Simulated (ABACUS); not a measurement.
## GaN in ABACUS: the effect of functional

Crystal: GaN.

```
Ga N
1.0
     0.00000    2.23838    2.23838
     2.23838    0.00000    2.23838
     2.23838    2.23838    0.00000
Ga N
1 1
Direct
  0.00000 0.00000 0.00000
  0.25000 0.25000 0.25000
```

The cell is a database's computed one.

The cell isn't the ideal one: volume scaled by 0.98.

Alike in all runs:

* Program: ABACUS 3.10.1
* Task: equation of state
* Potentials or basis: SG15 ONCV 1.2 PBE
* Cutoff: 1143 eV
* Density cutoff: 4572 eV
* Basis: plane waves
* k mesh: 7 × 7 × 7
* Occupations: fermi-dirac, width 0.05 eV
* Spin: no spin polarisation

```csv
functional,gap on the mesh (eV),pressure (GPa)
LDA,1.67,-0.7
PBEsol,1.78,4.2
WC,1.78,4.4
RPBE,2.03,13.6
SCAN,?,?
TPSS,1.87,8.4
```

Problem. What does the run with functional SCAN give?

Solution. gap on the mesh 1.93 eV; pressure 1.4 GPa.

Caveats: the potentials were made for another functional, which shifts forces and pressure.

Runs at the PBE level aren't shown here.
